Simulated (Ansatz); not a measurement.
The system is KCl (Sylvite).

```
CELL_PARAMETERS angstrom
0.00000 3.14647 3.14647
3.14647 0.00000 3.14647
3.14647 3.14647 0.00000
ATOMIC_POSITIONS crystal
K 0.00000 0.00000 0.00000
Cl 0.50000 0.50000 0.50000
```

| Quantity | Value |
| --- | --- |
| Program | Ansatz 0.2.0 |
| Task | single point |
| Functional | PBE |
| Potentials or basis | all-electron LAPW, scalar-relativistic |
| Cutoff | 139 eV (chosen from the basis error) |
| Basis error allowed | 0.001 eV/atom |
| k mesh | 7 × 7 × 7 |
| Occupations | fermi-dirac, width 0.05 eV |
| Spin | no spin polarisation |

On this cell: pressure 0.8 GPa; largest force zero by symmetry; band gap on the k mesh 5.19 eV, direct.

The same run follows on a disturbed copy (atoms moved at random, drawn with an rms of 0.05 Å):

```
CELL_PARAMETERS angstrom
0.00000 3.14647 3.14647
3.14647 0.00000 3.14647
3.14647 3.14647 0.00000
ATOMIC_POSITIONS crystal
K 0.98882 0.01186 0.99803
Cl 0.48303 0.50210 0.50564
```

Task: What changes?

Result: The energy moves by +0.8 meV/atom; pressure 0.8 GPa; largest force 0.066 eV/Å; band gap on the k mesh 5.19 eV, direct.

Forces in eV/Å, atoms in the order of the input:
```
K   -0.009  0.008 -0.065
Cl   0.009 -0.008  0.065
```

Caveats: an odd mesh through Γ misses points on the zone boundary, where band edges often lie.
